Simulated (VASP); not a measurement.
# Rh (R-3m) in VASP: further runs

Runs on Rh. Level: PBEsol. Tasks: single point.

Program: VASP 6.6.1. These are calculated values, not measurements. Logs are shortened: lines on timing, memory, paths and dates and some standing lists are left out, and cuts for length are marked.

## 1. Starting point

It takes space group R-3m (No. 166, trigonal). Conventional cell: a = 2.744 Å, b = 2.744 Å, c = 6.344 Å, α = 90.00°, β = 90.00°, γ = 120.00°. Around Rh (site symmetry -3m) lie 12 Rh at 2.64 to 2.74 Å.

## 2. Single point, PBEsol

INCAR

```
PREC = Accurate
ENCUT = 520
EDIFF = 1E-6
ISMEAR = 0
SIGMA = 0.1
LREAL = F
LASPH = T
NELM = 100
ALGO = Fast
ISIF = 2
LWAVE = F
LCHARG = T
GGA = PS
LELF = T
LVHAR = T
NBANDS = 14
ISYM = 0
```

KPOINTS

```
regular mesh
0
Gamma
  15 15 16
```

POSCAR

```
Rh
1.0
    2.7439667421      0.0000000000      0.0000000000
   -1.3719833710      2.3763449058      0.0000000000
    1.3719833710      0.7921149686      2.1146913699
Rh
1
Direct
    0.0000000000      0.0000000000      0.0000000000
```

Potentials or basis: VASP PAW PBE potentials, release 64 (Rh_pv).

Started as:

```sh
cat potpaw_PBE.64/Rh_pv/POTCAR > POTCAR
mpirun -np 1 vasp_std > vasp.out
```

OUTCAR:

```text
PREC = Accurate
   ENCUT = 520
   EDIFF = 1E-6
   ISMEAR = 0
   LREAL = F
   LASPH = T
   NELM = 100
   ISIF = 2
   GGA = PS
   ISYM = 0

 ion  position               nearest neighbor table
   1  0.000  0.000  0.000-

IMPORTANT INFORMATION: All symmetrisations will be switched off!
NOSYMM: (Re-)initialisation of all symmetry stuff for point group C_1.

----------------------------------------------------------------------------------------

                                     Primitive cell

  volume of cell :      13.7891

  direct lattice vectors                    reciprocal lattice vectors
     2.743966742  0.000000000  0.000000000     0.364435904  0.210407167 -0.315254829
    -1.371983371  2.376344906  0.000000000     0.000000000  0.420814334 -0.157627415
     1.371983371  0.792114969  2.114691370     0.000000000  0.000000000  0.472882244

  length of vectors
     2.743966742  2.743966742  2.642291446     0.525804442  0.449367451  0.472882244

  position of ions in fractional coordinates (direct lattice)
     0.000000000  0.000000000  0.000000000

  ion indices of the primitive-cell ions
   primitive index   ion index
                 1           1

----------------------------------------------------------------------------------------

 KPOINTS: regular mesh

Automatic generation of k-mesh.
 Grid dimensions read from file:
 generate k-points for:   15   15   16

 Generating k-lattice:

  Cartesian coordinates                     Fractional coordinates (reciprocal lattice)
     0.024295727  0.014027144 -0.021016989     0.066666667  0.000000000  0.000000000
     0.000000000  0.028054289 -0.010508494     0.000000000  0.066666667  0.000000000
     0.000000000  0.000000000  0.029555140     0.000000000  0.000000000  0.062500000

  Length of vectors
     0.035053629  0.029957830  0.029555140

  Shift w.r.t. Gamma in fractional coordinates (k-lattice)
     0.000000000  0.000000000  0.000000000

 -----------------------------------------------------------------------------
|                                                                             |
|           W    W    AA    RRRRR   N    N  II  N    N   GGGG   !!!           |
|           W    W   A  A   R    R  NN   N  II  NN   N  G    G  !!!           |
|           W    W  A    A  R    R  N N  N  II  N N  N  G       !!!           |
|           W WW W  AAAAAA  RRRRR   N  N N  II  N  N N  G  GGG   !            |
|           WW  WW  A    A  R   R   N   NN  II  N   NN  G    G                |
|           W    W  A    A  R    R  N    N  II  N    N   GGGG   !!!           |
|                                                                             |
|     Your reciprocal lattice and k-lattice belong to different lattice       |
|     classes:                                                                |
|                                                                             |
|        The reciprocal lattice is rhombohedral (trigonal),                   |
|        whereas your k-lattice is base-centered monoclinic.                  |
|                                                                             |
|     Results are often still useful ...                                      |
|                                                                             |
 -----------------------------------------------------------------------------

 WARNING: IBZKPT: internal override: KBLOWUP is changed to .FALSE.
      ... skipping the blow-up phase ...

 Subroutine IBZKPT returns following result:
 ===========================================

 Found   1801 irreducible k-points:

 Following reciprocal coordinates:
            Coordinates               Weight
  0.000000  0.000000  0.000000      1.000000
  0.066667  0.000000 -0.000000      2.000000
  0.133333  0.000000 -0.000000      2.000000
  0.200000  0.000000 -0.000000      2.000000
  0.266667  0.000000 -0.000000      2.000000
  0.333333  0.000000 -0.000000      2.000000
[... 16 lines left out ...]
 -0.066667  0.066667  0.000000      2.000000
  0.000000  0.133333 -0.000000      2.000000
 [... further k-points ...]
   k-points           NKPTS =   1801   k-points in BZ     NKDIM =   1801   number of bands    NBANDS=     14
   number of dos      NEDOS =    301   number of ions     NIONS =      1
   total plane-waves  NPLWV =   8000
   dimension x,y,z NGX =    20 NGY =   20 NGZ =   20
   dimension x,y,z NGXF=    40 NGYF=   40 NGZF=   40
   ions per type =               1
   NGX,Y,Z   is equivalent  to a cutoff of  12.12, 12.12, 12.58 a.u.
   NGXF,Y,Z  is equivalent  to a cutoff of  24.23, 24.23, 25.17 a.u.
 SYSTEM =  unknown system
   PREC   = accura    normal or accurate (medium, high low for compatibility)
   ISTART =      0    job   : 0-new  1-cont  2-samecut
   ICHARG =      2    charge: 1-file 2-atom 10-const
   ISPIN  =      1    spin polarized calculation?
   LNONCOLLINEAR =      F non collinear calculations
   LSORBIT =      F    spin-orbit coupling
   LASPH  =      T    aspherical Exc in radial PAW
   ENCUT  =  520.0 eV  38.22 Ry    6.18 a.u.   5.10  5.10  4.91*2*pi/ulx,y,z
   NELM   =    100;   NELMIN=  2; NELMDL= -5     # of ELM steps
   EDIFF  = 0.1E-05   stopping-criterion for ELM
   LREAL  =      F    real-space projection
   EDIFFG = 0.1E-04   stopping-criterion for IOM
   NSW    =      0    number of steps for IOM
   IBRION =     -1    ionic relax: 0-MD 1-quasi-New 2-CG
   NFREE  =      0    steps in history (QN), initial steepest desc. (CG)
   ISIF   =      2    stress and relaxation
   ISYM   =      0    0-nonsym 1-usesym 2-fastsym
   POTIM  = 0.5000    time-step for ionic-motion
   TEBEG  =    0.0;   TEEND  =   0.0 temperature during run
   PSTRESS=    0.0 pullay stress
   NELECT =      15.0000    total number of electrons
   NUPDOWN=      -1.0000    fix difference up-down
   EMIN   =  10.00;   EMAX   =-10.00  energy-range for DOS
   EFERMI =   0.00;   METHOD = LEGACY
   ISMEAR =     0;   SIGMA  =   0.10  broadening in eV -4-tet -1-fermi 0-gaus
   EFERMI_NEDOS =   21; number of points for ismear=-14 and -15
   IALGO  =     68    algorithm
   IMIX   =      4    mixing-type and parameters
     AMIX     =   0.40;   BMIX     =  1.00
     AMIX_MAG =   1.60;   BMIX_MAG =  1.00
  volume/ion in A,a.u.               =      13.79        93.05
  Fermi-wavevector in a.u.,A,eV,Ry     =   1.683682  3.181698 38.569606  2.834786
  Thomas-Fermi vector in A             =   2.766840
   LORBIT       =      0    0 simple, 1 ext, 2 COOP (PROOUT), +10 PAW based schemes
   GGA     = PS    functional components
   LHFCALC =     F    Hartree Fock is set to
   AEXX    =    0.0000 exact exchange contribution
   IVDW    =     0    specifies the selected vdW correction
   LEPSILON=     F    determine dielectric tensor
   LRPA    =     F    only Hartree local field effects (RPA)
 non-spin polarized calculation
 RMM-DIIS sequential band-by-band and
 Gauss-broadening in eV      SIGMA  =   0.10
  energy-cutoff  :      520.00
  volume of cell :       13.79
 maximum number of plane-waves:       382
   NGX = 11   NGY = 11   NGZ =  9

 number of electron      15.0000000 magnetization

 Free energy of the ion-electron system (eV)
  ---------------------------------------------------
  ext. energy  EPLUGINS =         0.00000000
  ---------------------------------------------------
  free energy    TOTEN  =        -8.09823417 eV

  energy without entropy =       -8.09109368  energy(sigma->0) =       -8.09466393

 E-fermi :  11.6969     XC(G=0): -14.1964

 val. band max:       11.6966178742   @ k =  -0.0667  -0.3333   0.0625
 cond. band min:      11.6989112699   @ k =  -0.4000   0.4000   0.5000
 fundamental gap:      0.0022933957
 Fermi energy:        11.6968511172

 k-point     1 :       0.0000    0.0000    0.0000
  band No.  band energies     occupation
      1     -34.6324      2.00000
      2     -34.6305      2.00000
      3     -34.6158      2.00000
      4       3.6731      2.00000
      5       8.3324      2.00000
      6       8.3326      2.00000
      7       9.1005      2.00000
      8      10.7719      2.00000
      9      10.7735      2.00000
     10      27.6003      0.00000
     11      32.0771      0.00000
     12      32.4977      0.00000
     13      32.4977      0.00000
     14      34.3963      0.00000

 k-point     2 :       0.0667    0.0000   -0.0000
  band No.  band energies     occupation
      1     -34.6577      2.00000
      2     -34.6451      2.00000
      3     -34.6318      2.00000
      4       3.9117      2.00000
      5       8.2666      2.00000
      6       8.4638      2.00000
      7       9.1235      2.00000
      8      10.6024      2.00000
      9      10.8276      2.00000
     10      27.9477      0.00000
     11      32.0353      0.00000
     12      32.1253      0.00000
     13      32.5125      0.00000
     14      34.0872      0.00000

 k-point     3 :       0.1333    0.0000   -0.0000
  band No.  band energies     occupation
      1     -34.7483      2.00000
      2     -34.6810      2.00000
      3     -34.6619      2.00000
      4       4.5826      2.00000
      5       7.9586      2.00000
      6       8.8516      2.00000
      7       9.3405      2.00000
      8      10.1738      2.00000
      9      10.9880      2.00000
     10      28.9063      0.00000
     11      31.2125      0.00000
     12      32.0819      0.00000
     13      32.2938      0.00000
     14      33.7008      0.00000
[... 324 lines left out ...]
 k-point    23 :      -0.0667    0.0667    0.0000
  band No.  band energies     occupation
      1     -34.6617      2.00000
      2     -34.6340      2.00000
      3     -34.6224      2.00000
      4       3.8464      2.00000
      5       8.2949      2.00000
      6       8.3805      2.00000
      7       9.1433      2.00000
      8      10.7405      2.00000
      9      10.7425      2.00000
     10      27.8376      0.00000
     11      31.7133      0.00000
     12      32.0824      0.00000
     13      32.7745      0.00000
     14      34.5107      0.00000

 k-point    24 :       0.0000    0.1333   -0.0000
  band No.  band energies     occupation
      1     -34.7507      2.00000
      2     -34.6425      2.00000
      3     -34.6357      2.00000
      4       4.3319      2.00000
      5       8.1914      2.00000
      6       8.4908      2.00000
      7       9.2765      2.00000
      8      10.6881      2.00000
      9      10.6965      2.00000
     10      28.4046      0.00000
     11      30.0472      0.00000
     12      32.0796      0.00000
     13      33.5694      0.00000
     14      35.0966      0.00000

 [... further k-points ...]

------------------------ aborting loop because EDIFF is reached ----------------------------------------

  FORCE on cell =-STRESS in cart. coord.  units (eV):
  Direction    XX          YY          ZZ          XY          YZ          ZX
  --------------------------------------------------------------------------------------
  -------------------------------------------------------------------------------------
  Total       -1.0647888     -1.0591591      0.8725797     -0.0048855     -0.0029340     -0.0050812
  in kB     -123.7196627   -123.0655417    101.3865527     -0.5676508     -0.3409074     -0.5903923
  external PRESSURE =     -48.4662173 kB  Pullay stress =       0.0000000 kB

 VOLUME and BASIS-vectors are now :
 -----------------------------------------------------------------------------
  energy-cutoff  :      520.00
  volume of cell :       13.79
      direct lattice vectors                 reciprocal lattice vectors
     2.743966742  0.000000000  0.000000000     0.364435904  0.210407167 -0.315254829
    -1.371983371  2.376344906  0.000000000     0.000000000  0.420814334 -0.157627415
     1.371983371  0.792114969  2.114691370     0.000000000  0.000000000  0.472882244

 POSITION                                       TOTAL-FORCE (eV/Angst)
 -----------------------------------------------------------------------------------
      0.00000      0.00000      0.00000        -0.000000      0.000000      0.000000
 -----------------------------------------------------------------------------------
    total drift:                               -0.000000      0.000000      0.000000

  FREE ENERGIE OF THE ION-ELECTRON SYSTEM (eV)
  ---------------------------------------------------
  free  energy   TOTEN  =        -8.0982341717 eV

  energy  without entropy=       -8.0910936803  energy(sigma->0) =       -8.09466393
```

Wall time 2.4 min (1 thread of Intel Xeon Platinum 8488C (Sapphire Rapids), shared host); peak memory 0.4 GiB.

What came out:

| Property | Result |
| --- | --- |
| Free energy | -8.0982 eV |
| Pressure | -4.8 GPa |
| Band gap on the k mesh | none (metal or under the smearing width) |

Levels at points of the mesh, in eV from the Fermi level:
```tsv
k point	band 5	band 6	band 7	band 8	band 9	band 10
(0.00, 0.00, 0.00)	-3.36	-3.36	-2.60	-0.92	-0.92	15.90
(0.00, 0.00, 0.50)	-3.26	-3.26	0.73	0.74	1.28	9.45
```

Caveat: the PAW data sets were made with another functional, which shifts forces and pressure a little.

## 3. Single point, PBEsol

This run uses another cell than the first one, of 14.04 Å³/atom, 1.018 times its volume.

INCAR

```
PREC = Accurate ; ENCUT = 520
EDIFF = 1E-7 ; ISMEAR = 0
SIGMA = 0.1 ; LREAL = False
LASPH = True ; NELM = 100
ALGO = Fast ; ISIF = 2
LWAVE = False ; LCHARG = False
GGA = PS ; NBANDS = 14
ISYM = 0
```

KPOINTS

```
Automatic mesh
0
Gamma
  15 15 16
```

POSCAR

```
Rh
1.0
    2.7439667139     -0.0000000163     -0.0003936674
   -1.3719833710      2.3763449058      0.0000000000
    1.3716799647      0.7919397969      2.1522408922
Rh
1
Direct
    0.0000000000      0.0000000000      0.0000000000
```

Potentials or basis: VASP PAW PBE potentials, release 64 (Rh_pv).

Started as:

```sh
cat potpaw_PBE.64/Rh_pv/POTCAR > POTCAR
mpirun -np 1 vasp_std > vasp.out
```

OUTCAR:

```text
PREC = Accurate
   ENCUT = 520
   EDIFF = 1E-7
   ISMEAR = 0
   LREAL = False
   LASPH = True
   NELM = 100
   ISIF = 2
   GGA = PS
   ISYM = 0

 ion  position               nearest neighbor table
   1  0.000  0.000  0.000-

IMPORTANT INFORMATION: All symmetrisations will be switched off!
NOSYMM: (Re-)initialisation of all symmetry stuff for point group C_1.

----------------------------------------------------------------------------------------

                                     Primitive cell

[... 556 lines left out ...]

  FORCE on cell =-STRESS in cart. coord.  units (eV):
  Direction    XX          YY          ZZ          XY          YZ          ZX
  --------------------------------------------------------------------------------------
  -------------------------------------------------------------------------------------
  Total       -1.2930460     -1.2924658     -0.0055189     -0.0005082      0.0000658      0.0001123
  in kB     -147.6020570   -147.5358319     -0.6299818     -0.0580063      0.0075070      0.0128210
  external PRESSURE =     -98.5892902 kB  Pullay stress =       0.0000000 kB

 VOLUME and BASIS-vectors are now :
 -----------------------------------------------------------------------------
  energy-cutoff  :      520.00
  volume of cell :       14.04
      direct lattice vectors                 reciprocal lattice vectors
     2.743966714 -0.000000016 -0.000393667     0.364391485  0.210381522 -0.309648423
    -1.371983371  2.376344906  0.000000000    -0.000022210  0.420801512 -0.154824212
     1.371679965  0.791939797  2.152240892     0.000066651  0.000038481  0.464575367

 POSITION                                       TOTAL-FORCE (eV/Angst)
 -----------------------------------------------------------------------------------
      0.00000      0.00000      0.00000         0.000000     -0.000000      0.000000
 -----------------------------------------------------------------------------------
    total drift:                                0.000000     -0.000000      0.000000

  FREE ENERGIE OF THE ION-ELECTRON SYSTEM (eV)
  ---------------------------------------------------
  free  energy   TOTEN  =        -8.1060411694 eV

  energy  without entropy=       -8.0985935852  energy(sigma->0) =       -8.10231738
```

OSZICAR:

```text
N       E                     dE             d eps       ncg     rms          rms(c)
DAV:   1     0.118842038930E+03    0.11884E+03   -0.87787E+03 50690   0.114E+03
DAV:   2    -0.718147546219E+01   -0.12602E+03   -0.12041E+03 55570   0.339E+02
DAV:   3    -0.873899367047E+01   -0.15575E+01   -0.15548E+01 61222   0.415E+01
DAV:   4    -0.874475342672E+01   -0.57598E-02   -0.57595E-02 57910   0.259E+00
DAV:   5    -0.874480394941E+01   -0.50523E-04   -0.50524E-04 60292   0.214E-01    0.105E+01
RMM:   6    -0.812843137283E+01    0.61637E+00   -0.10224E+00 53960   0.980E+00    0.321E+00
RMM:   7    -0.811059487817E+01    0.17836E-01   -0.34263E-02 56049   0.198E+00    0.148E+00
RMM:   8    -0.810641106250E+01    0.41838E-02   -0.70343E-03 59795   0.967E-01    0.240E-01
RMM:   9    -0.810603087887E+01    0.38018E-03   -0.83325E-04 61889   0.318E-01    0.959E-03
RMM:  10    -0.810604237980E+01   -0.11501E-04   -0.92963E-05 61846   0.120E-01    0.100E-02
RMM:  11    -0.810604177583E+01    0.60397E-06   -0.41802E-06 62881   0.247E-02    0.408E-03
RMM:  12    -0.810604118522E+01    0.59060E-06   -0.80491E-07 57698   0.110E-02    0.589E-04
RMM:  13    -0.810604116939E+01    0.15831E-07   -0.70425E-08 42614   0.302E-03
   1 F= -.81060412E+01 E0= -.81023174E+01  d E =-.744758E-02
```

stdout:

```text
POSCAR found type information on POSCAR Rh
 POSCAR found :  1 types and       1 ions
 scaLAPACK will be used
 -----------------------------------------------------------------------------
|                                                                             |
|                                                                             |
|     You enforced a specific xc type in the INCAR file but a different       |
|     I HOPE YOU KNOW WHAT YOU ARE DOING!                                     |
|                                                                             |
 -----------------------------------------------------------------------------

 LDA part: xc-table for (Slater+PW92), standard interpolation
 POSCAR, INCAR and KPOINTS ok, starting setup
 FFT: planning ... GRIDC
 FFT: planning ... GRID_SOFT
 FFT: planning ... GRID
 WAVECAR not read
 entering main loop
WARNING in EDDRMM: call to ZHEGV failed, returncode =   8  4     12
WARNING in EDDRMM: call to ZHEGV failed, returncode =   6  3     13
WARNING in EDDRMM: call to ZHEGV failed, returncode =   8  4     13
WARNING in EDDRMM: call to ZHEGV failed, returncode =   8  4     13
WARNING in EDDRMM: call to ZHEGV failed, returncode =   8  4     13
WARNING in EDDRMM: call to ZHEGV failed, returncode =   6  3     12
WARNING in EDDRMM: call to ZHEGV failed, returncode =   8  4     12
WARNING in EDDRMM: call to ZHEGV failed, returncode =   8  4     13
WARNING in EDDRMM: call to ZHEGV failed, returncode =   8  4     14
WARNING in EDDRMM: call to ZHEGV failed, returncode =   8  4     14
```

It took 2.4 min on 1 thread of Intel Xeon 6975P-C (Granite Rapids), shared host; peak memory 0.4 GiB.

What came out:

| Quantity | Value |
| --- | --- |
| Free energy | -8.1060 eV |
| Pressure | -9.9 GPa |
| Band gap on the k mesh | none (metal or under the smearing width) |

Levels at points of the mesh, in eV from the Fermi level:
```tsv
k point	band 5	band 6	band 7	band 8	band 9	band 10
(0.00, 0.00, 0.00)	-3.18	-3.18	-2.68	-0.93	-0.93	15.93
(0.00, 0.00, 0.50)	-3.14	-3.14	0.65	0.66	1.09	8.99
```

Caveat: the PAW data sets were made with another functional, which shifts forces and pressure a little.
